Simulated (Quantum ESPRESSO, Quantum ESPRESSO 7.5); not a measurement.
# GaN/AlN(110) interfaces, stepped through the in-plane cubic lattice constant

Wanted: a table for GaN/AlN(110) interfaces against the in-plane cubic lattice constant, and what can be fitted to it.

Main program and level: Quantum ESPRESSO 7.5; plane-wave DFT, LDA, GBRV ultrasoft pseudopotentials.

### 1. The structure

The structure is orthorhombic, space group Imm2 (No. 44). The conventional cell has a = 3.013 Å, b = 3.253 Å, c = 4.261 Å, α = 90.00°, β = 90.00°, γ = 90.00°. Ga has 4 N at 1.85 to 1.94 Å nearest. Nearest to N lie 4 Ga at 1.85 to 1.94 Å. Farther neighbours and most contacts between anions are not listed.

Set-up: Each bulk cell keeps the common in-plane lattice and relaxes along the normal and in its atoms; the superlattice is stacked from these relaxed cells and held, so that both halves are the crystals whose edges are computed. Edges are hung on the mean electrostatic potential over one period in the middle of each half. Fermi-Dirac smearing of 0.002 Ry; edges are taken by band count, which loses its meaning where this level closes a crystal's gap.

Members 4.332, 4.367, 4.402 and 4.438 took the same steps and show in the table alone.

### 2. Relaxing cell and ions, 4.261 Å

What the set-up leaves free in this member is relaxed.

m0.first.relax.in

```
&control
  prefix = 'm0.first.relax'
  outdir = './out'
  pseudo_dir = './pseudo'
  nstep = 70
  forc_conv_thr = 0.0004
  calculation = 'vc-relax'
/
&system
  ibrav = 0
  nat = 4
  ntyp = 2
  ecutwfc = 48
  ecutrho = 240
  occupations = 'smearing'
  smearing = 'fd'
  degauss = 0.002
/
&electrons
  conv_thr = 1e-09
  mixing_beta = 0.4
  electron_maxstep = 120
/
&ions
/
&cell
  cell_dofree = 'z'
  press_conv_thr = 0.4
/
ATOMIC_SPECIES
  Ga  69.7230  ga_lda_v1.4.uspp.F.UPF
  N   14.0070  n_lda_v1.2.uspp.F.UPF
CELL_PARAMETERS angstrom
  4.26100000000000 0.00000000000000 0.00000000000000
  0.00000000000000 3.01298199463588 0.00000000000000
  0.00000000000000 0.00000000000000 3.25341795780782
ATOMIC_POSITIONS crystal
  Ga  0.000000000000 0.000000000000 0.000000000000
  N   0.250000000000 0.500000000000 0.000000000000
  Ga  0.500000000000 0.500000000000 0.500000000000
  N   0.750000000000 0.000000000000 0.500000000000
K_POINTS automatic
  3 4 4 0 0 0
```

Command:

```console
$ OMP_NUM_THREADS=1 mpirun -n 4 pw.x -nk 2 -in m0.first.relax.in > m0.first.relax.out
```

The program printed:

```text
Program PWSCF v.7.5 starts
[citation notice left out]

     Parallel version (MPI & OpenMP), running on       4 processor cores
     Number of MPI processes:                 4
     Threads/MPI process:                     1

     MPI processes distributed on     1 nodes
[...]
Current dimensions of program PWSCF are:
     Max number of different atomic species (ntypx) = 10
     Max number of k-points (npk) =  40000
     Max angular momentum in pseudopotentials (lmaxx) =  4
     Found identity + ( -0.5000 -0.5000 -0.5000) symmetry
     This is a supercell, fractional translations are disabled
     Message from routine setup:
     using ibrav=0 with symmetry is DISCOURAGED, use correct ibrav instead

     K-points division:     npool     =       2
     R & G space division:  proc/nbgrp/npool/nimage =       2
     Subspace diagonalization in iterative solution of the eigenvalue problem:
     a serial algorithm will be used

     Parallelization info
     --------------------
     sticks:   dense  smooth     PW     G-vecs:    dense   smooth      PW
     Min         437     349    105                 8838     6347    1098
     Max         438     350    106                 8839     6350    1099
     Sum         875     699    211                17677    12697    2197

     Using Slab Decomposition

     bravais-lattice index     =            0
     lattice parameter (alat)  =       8.0521  a.u.
     unit-cell volume          =     281.8672 (a.u.)^3
     number of atoms/cell      =            4
     number of atomic types    =            2
     number of electrons       =        48.00
     number of Kohn-Sham states=           29
     kinetic-energy cutoff     =      48.0000  Ry
     charge density cutoff     =     240.0000  Ry
     scf convergence threshold =      1.0E-09
     mixing beta               =       0.4000
     number of iterations used =            8  plain     mixing
     energy convergence thresh.=      1.0E-04
     force convergence thresh. =      4.0E-04
     press convergence thresh. =      4.0E-01
     Exchange-correlation= SLA  PZ   NOGX NOGC
                           (   1   1   0   0   0   0   0)
     nstep                     =           70

     celldm(1)=   8.052123  celldm(2)=   0.000000  celldm(3)=   0.000000
     celldm(4)=   0.000000  celldm(5)=   0.000000  celldm(6)=   0.000000

     crystal axes: (cart. coord. in units of alat)
               a(1) = (   1.000000   0.000000   0.000000 )
               a(2) = (   0.000000   0.707107   0.000000 )
               a(3) = (   0.000000   0.000000   0.763534 )

     reciprocal axes: (cart. coord. in units 2 pi/alat)
               b(1) = (  1.000000  0.000000  0.000000 )
               b(2) = (  0.000000  1.414214  0.000000 )
               b(3) = (  0.000000  0.000000  1.309700 )

     PseudoPot. # 1 for Ga read from file:
     ./pseudo/ga_lda_v1.4.uspp.F.UPF
     Pseudo is Ultrasoft + core correction, Zval = 19.0
     Generated by new atomic code, or converted to UPF format
     Using radial grid of  871 points,  6 beta functions with:
                l(1) =   0
                l(2) =   0
                l(3) =   1
                l(4) =   1
                l(5) =   2
                l(6) =   2
     Q(r) pseudized with  8 coefficients,  rinner =    1.250   1.250   1.250
                                                       1.250   1.250

     PseudoPot. # 2 for N  read from file:
     ./pseudo/n_lda_v1.2.uspp.F.UPF
     Pseudo is Ultrasoft + core correction, Zval =  5.0
     Generated by new atomic code, or converted to UPF format
     Using radial grid of  729 points,  4 beta functions with:
                l(1) =   0
                l(2) =   0
                l(3) =   1
                l(4) =   1
     Q(r) pseudized with  8 coefficients,  rinner =    0.900   0.900   0.900

     atomic species   valence    mass     pseudopotential
     Ga               19.00    69.72300     Ga( 1.00)
     N                 5.00    14.00700     N ( 1.00)

      4 Sym. Ops. (no inversion) found

   Cartesian axes

     site n.     atom                  positions (alat units)
         1        Ga     tau(   1) = (   0.0000000   0.0000000   0.0000000  )
         2        N      tau(   2) = (   0.2500000   0.3535534   0.0000000  )
         3        Ga     tau(   3) = (   0.5000000   0.3535534   0.3817670  )
         4        N      tau(   4) = (   0.7500000   0.0000000   0.3817670  )

     number of k points=    18  Fermi-Dirac smearing, width (Ry)=  0.0020
                       cart. coord. in units 2pi/alat
        k(    1) = (   0.0000000   0.0000000   0.0000000), wk =   0.0416667
        k(    2) = (   0.0000000   0.0000000   0.3274249), wk =   0.0833333
        k(    3) = (   0.0000000   0.0000000  -0.6548498), wk =   0.0416667
        k(    4) = (   0.0000000   0.3535534   0.0000000), wk =   0.0833333
        k(    5) = (   0.0000000   0.3535534   0.3274249), wk =   0.1666667
        k(    6) = (   0.0000000   0.3535534  -0.6548498), wk =   0.0833333
        k(    7) = (   0.0000000  -0.7071068   0.0000000), wk =   0.0416667
        k(    8) = (   0.0000000  -0.7071068   0.3274249), wk =   0.0833333
        k(    9) = (   0.0000000  -0.7071068  -0.6548498), wk =   0.0416667
        k(   10) = (   0.3333333   0.0000000   0.0000000), wk =   0.0833333
[...]
k(   18) = (   0.3333333  -0.7071068  -0.6548498), wk =   0.0833333

     Dense  grid:    17677 G-vectors     FFT dimensions: (  40,  30,  32)

     Smooth grid:    12697 G-vectors     FFT dimensions: (  36,  25,  27)

     Estimated max dynamical RAM per process >      27.94 MB

     Estimated total dynamical RAM >     107.43 MB

     Initial potential from superposition of free atoms

     starting charge      46.0000, renormalised to      48.0000
     Starting wfcs are   32 randomized atomic wfcs

     total cpu time spent up to now is        1.0 secs

     per-process dynamical memory:    20.0 Mb

     Self-consistent Calculation

     iteration #  1     ecut=    48.00 Ry     beta= 0.40
     Davidson diagonalization with overlap
     ethr =  1.00E-02,  avg # of iterations =  3.9

     total cpu time spent up to now is        1.5 secs

     total energy              =    -866.76700496 Ry
     estimated scf accuracy    <      10.42824676 Ry

     iteration #  2     ecut=    48.00 Ry     beta= 0.40
[...]
total energy              =    -870.33683475 Ry
     estimated scf accuracy    <       0.82283958 Ry

     iteration #  3     ecut=    48.00 Ry     beta= 0.40
[...]
total cpu time spent up to now is       10.1 secs

     total energy              =    -870.41031115 Ry
     estimated scf accuracy    <       0.00008360 Ry

[...]
iteration #  7     ecut=    48.00 Ry     beta= 0.40
[...]
End of self-consistent calculation

[...]
the Fermi energy is    13.5474 ev

!    total energy              =    -870.41031155 Ry
     estimated scf accuracy    <          3.6E-11 Ry
     smearing contrib. (-TS)   =      -0.00000000 Ry
     internal energy E=F+TS    =    -870.41031155 Ry

     The total energy is F=E-TS. E is the sum of the following terms:
     one-electron contribution =    -650.04360866 Ry
     hartree contribution      =     352.51718147 Ry
     xc contribution           =    -106.69799365 Ry
     ewald contribution        =    -466.18589071 Ry

     convergence has been achieved in   7 iterations

     Forces acting on atoms (cartesian axes, Ry/au):

     atom    1 type  1   force =    -0.00173750    0.00000000    0.00000000
     atom    2 type  2   force =     0.00173487    0.00000000    0.00000000
     atom    3 type  1   force =    -0.00173207    0.00000000    0.00000000
     atom    4 type  2   force =     0.00173470    0.00000000    0.00000000

     Total force =     0.003470     Total SCF correction =     0.000056

     Computing stress (Cartesian axis) and pressure

          total   stress  (Ry/bohr**3)                   (kbar)     P=      144.88
   0.00110965   0.00000000   0.00000000          163.23        0.00        0.00
   0.00000000   0.00173981   0.00000000            0.00      255.94        0.00
   0.00000000   0.00000000   0.00010508            0.00        0.00       15.46

     Energy error            =      5.3E-04 Ry
     Gradient error          =      1.7E-03 Ry/Bohr
     Cell gradient error     =      1.5E+01 kbar

     number of scf cycles    =   3
     number of bfgs steps    =   2

     enthalpy           old  =    -870.4097823887 Ry
     enthalpy           new  =    -870.4103115485 Ry

     CASE: enthalpy          _new < enthalpy          _old

     new trust radius        =       0.0115946032 bohr
     new conv_thr            =            4.3E-11 Ry

     new unit-cell volume =    281.48312 a.u.^3 (    41.71149 Ang^3 )
     density =      6.66660 g/cm^3

CELL_PARAMETERS (angstrom)
   4.261000000   0.000000000   0.000000000
   0.000000000   3.012981995   0.000000000
   0.000000000   0.000000000   3.248984799

ATOMIC_POSITIONS (crystal)
Ga              -0.0074657114        0.0000000000        0.0000000000
N                0.2574655452        0.5000000000        0.0000000000
Ga               0.4925346582        0.5000000000        0.5000000000
N                0.7574655080        0.0000000000        0.5000000000

[...]
NEW-OLD atomic charge density approx. for the potential
     New effective cutoffs (rho, wfc):  240.51   48.09

     total cpu time spent up to now is       13.2 secs

     per-process dynamical memory:    35.0 Mb

[...]
!    total energy              =    -870.41039191 Ry
[...]
Total force =     0.000384     Total SCF correction =     0.000010
[...]
number of bfgs steps    =   3
[...]
new trust radius        =       0.0018759626 bohr
[...]
!    total energy              =    -870.41039430 Ry
[...]
Total force =     0.000098     Total SCF correction =     0.000011
[...]
Self-consistent Calculation

     iteration #  1     ecut=    48.00 Ry     beta= 0.40
     Davidson diagonalization with overlap
     ethr =  1.00E-06,  avg # of iterations = 15.1

     total cpu time spent up to now is       20.4 secs

     total energy              =    -866.24722929 Ry
     estimated scf accuracy    <      11.32329418 Ry

[...]
iteration # 14     ecut=    48.00 Ry     beta= 0.40
[...]
End of self-consistent calculation

          k = 0.0000 0.0000 0.0000 (  1561 PWs)   bands (ev):

   -80.2948 -80.2923 -80.2846 -80.2836 -80.2694 -80.2689  -4.5699  -3.1494
    -1.6191  -1.5741  -1.5679  -1.5270  -1.2160  -1.1715  -1.1642  -1.1615
    -1.0575   0.8295   5.7553   8.2320   9.4264  11.7660  12.1558  12.3167
    14.2816  14.8509  18.9671  21.9729  22.8737

          k = 0.0000 0.0000 0.3277 (  1574 PWs)   bands (ev):

   -80.2946 -80.2927 -80.2848 -80.2836 -80.2702 -80.2688  -4.1057  -3.1648
    -1.5238  -1.5104  -1.4671  -1.4483  -1.2737  -1.2387  -1.1799  -1.1514
    -1.0996   0.8576   5.7350   7.1239   9.1553   9.9596  10.8682  12.0519
    16.5715  17.1612  19.9953  21.5170  22.8207

          k = 0.0000 0.0000-0.6554 (  1598 PWs)   bands (ev):

   -80.2939 -80.2939 -80.2842 -80.2842 -80.2700 -80.2700  -3.3915  -3.3915
    -1.4600  -1.4600  -1.4034  -1.4034  -1.2052  -1.2052  -1.1634  -1.1634
    -0.3545  -0.3545   6.3873   6.3873   8.4618   8.4618  11.1377  11.1377
    19.1413  19.1413  20.0209  20.0209  22.4949

          k = 0.0000 0.3536 0.0000 (  1561 PWs)   bands (ev):

   -80.2944 -80.2926 -80.2854 -80.2848 -80.2695 -80.2689  -4.0350  -3.1512
    -1.5498  -1.4995  -1.4620  -1.3766  -1.2703  -1.2389  -1.2031  -1.1445
    -1.1198   1.1085   6.0023   7.5544   8.9215   9.5917  11.1577  11.4970
    16.1321  16.1802  20.7906  21.7111  22.8578

          k = 0.0000 0.3536 0.3277 (  1577 PWs)   bands (ev):

   -80.2943 -80.2931 -80.2853 -80.2850 -80.2699 -80.2692  -3.6832  -3.1357
    -1.4419  -1.4229  -1.4040  -1.3811  -1.3631  -1.1642  -1.1456  -1.1248
    -1.0712   1.0852   5.9529   7.7919   8.1256   8.5479  10.4343  10.5205
    16.8042  18.0657  20.0533  21.1191  22.5814

          k = 0.0000 0.3536-0.6554 (  1576 PWs)   bands (ev):

   -80.2937 -80.2937 -80.2851 -80.2851 -80.2698 -80.2698  -3.2391  -3.2391
    -1.4301  -1.4301  -1.3523  -1.3523  -1.2234  -1.2234  -1.1137  -1.1137
     0.0012   0.0012   6.3139   6.3139   8.7894   8.7894   9.4438   9.4438
    17.2805  17.2806  20.4300  20.4300  23.1937

[...]
the Fermi energy is    13.4098 ev

!    total energy              =    -870.41038498 Ry
     estimated scf accuracy    <          4.9E-13 Ry
     smearing contrib. (-TS)   =      -0.00000000 Ry
     internal energy E=F+TS    =    -870.41038498 Ry

     The total energy is F=E-TS. E is the sum of the following terms:
     one-electron contribution =    -651.01928758 Ry
     hartree contribution      =     352.87900501 Ry
     xc contribution           =    -106.68332254 Ry
     ewald contribution        =    -465.58677987 Ry

     convergence has been achieved in  14 iterations

     Forces acting on atoms (cartesian axes, Ry/au):

     atom    1 type  1   force =     0.00004206    0.00000000    0.00000000
     atom    2 type  2   force =    -0.00004424    0.00000000    0.00000000
     atom    3 type  1   force =     0.00004686    0.00000000    0.00000000
     atom    4 type  2   force =    -0.00004468    0.00000000    0.00000000

     Total force =     0.000089     Total SCF correction =     0.000009
     SCF correction compared to forces is large: reduce conv_thr to get better values

     Computing stress (Cartesian axis) and pressure

          total   stress  (Ry/bohr**3)                   (kbar)     P=      133.35
   0.00103772   0.00000000   0.00000000          152.65        0.00        0.00
   0.00000000   0.00168150   0.00000000            0.00      247.36        0.00
   0.00000000   0.00000000   0.00000025            0.00        0.00        0.04

[...]
=------------------------------------------------------------------------------=
   JOB DONE.
=------------------------------------------------------------------------------=
```

The job ended after 26 s (4 MPI ranks of Intel Xeon at 2.70GHz, shared host; peak memory 0.3 GiB; 1.7 min of CPU time).

Relaxation path:

| step | energy less that of the first step (eV) | largest force (eV/Å) | volume (Å³) |
| --- | --- | --- | --- |
| 1 | 0.0000 | 0.9775 | 41.77 |
| 2 | -0.0542 | 0.2835 | 41.43 |
| 3 | -0.0614 | 0.0447 | 41.57 |
| 4 | -0.0625 | 0.0050 | 41.71 |
| 5 | -0.0626 | 0.0013 | 41.73 |
| 6 | -0.0624 | 0.0012 | 41.73 |

```
     cell as run  before  after  change
           a (Å)   4.261  4.261  +0.0 %
           b (Å)   3.013  3.013  +0.0 %
           c (Å)   3.253  3.251  -0.1 %
volume (Å³/atom)   10.44  10.43  -0.1 %
```

The atoms that moved most (Å, as changes of fractional coordinates times the final cell):

```csv
atom,dx,dy,dz,length
Ga3,-0.032,0.000,0.000,0.032
N4,0.032,0.000,0.000,0.032
N2,0.032,0.000,0.000,0.032
Ga1,-0.032,0.000,0.000,0.032
```

 The last row is no step: it is a fresh SCF in the final cell with a new plane-wave basis, +0 meV from the row before.

This step gave:

```
free energy  : -11842.5366 eV
Fermi energy : 13.41 eV
```

(Part 1 of 10 ends here.)

[Logs are printed without paths, hosts, clocks, repeated set-up lines and the standing remarks that a program may print on its own settings, such as how far it seeks lower states.]

[Hosts, paths, dates, database ids (printed as entryN), source tags and the programs' standing remarks are cut or masked in the printed files.]

[Maps of the electrostatic potential energy from Ansatz leave out the sawtooth potential of an applied field or a dipole correction, so their vacuum need not be flat; planar profiles and work functions include it.]
